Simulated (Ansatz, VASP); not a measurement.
## Two plane-wave programs on Pt

```xyz
1
Lattice="-1.5842 1.5842 1.5842 1.5842 -1.5842 1.5842 1.5842 1.5842 -1.5842" Properties=species:S:1:pos:R:3 pbc="T T T"
Pt    0.0000    0.0000    0.0000
```

This isn't the form of Pt at room conditions, which is fcc.

Alike in both runs: task relaxation of cell and atoms; functional BLYP; dispersion D3(BJ); k mesh 12 × 12 × 12; occupations fermi-dirac, width 0.05 eV; no spin polarisation.

|  | VASP | Ansatz |
| --- | --- | --- |
| version | VASP 6.6.1 | Ansatz 0.2.0 |
| potentials or method | VASP PAW PBE potentials, release 64 (Pt) | Ansatz PAW |
| plane-wave cutoff (eV) | 600 | 420 |
| valence electrons in the cell | 10 | 18 |

VASP gave:

```
gap on the k mesh at the Fermi level, each at its own relaxed structure (eV) : none
relaxed volume (Å³/atom)                                                     : 15.62
relaxed cell length with the largest relative difference (Å)                 : 2.727
energy change over the relaxation (meV/atom)                                 : -4
```

What did Ansatz give for the same quantities?

gap on the k mesh at the Fermi level, each at its own relaxed structure (eV): none; relaxed volume (Å³/atom): 15.52; relaxed cell length with the largest relative difference (Å): 2.722; energy change over the relaxation (meV/atom): -7.

A gap of «none» marks a metal or a gap that the smearing closes. The two sets of potentials don't hold the same shells in valence.

Caveats: pairwise dispersion overbinds metals, which lowers pressure and volume; the PAW data sets were made with another functional, which shifts forces and pressure a little (VASP); the plane-wave basis is chosen anew once the cell has moved, so the energies of steps on either side of that aren't comparable (Ansatz); the PAW data sets come from PBE, with cores solved anew for the run's functional, which leaves a small shift of forces and pressure (Ansatz). Spin-orbit coupling is left out, which matters for the levels of Pt.
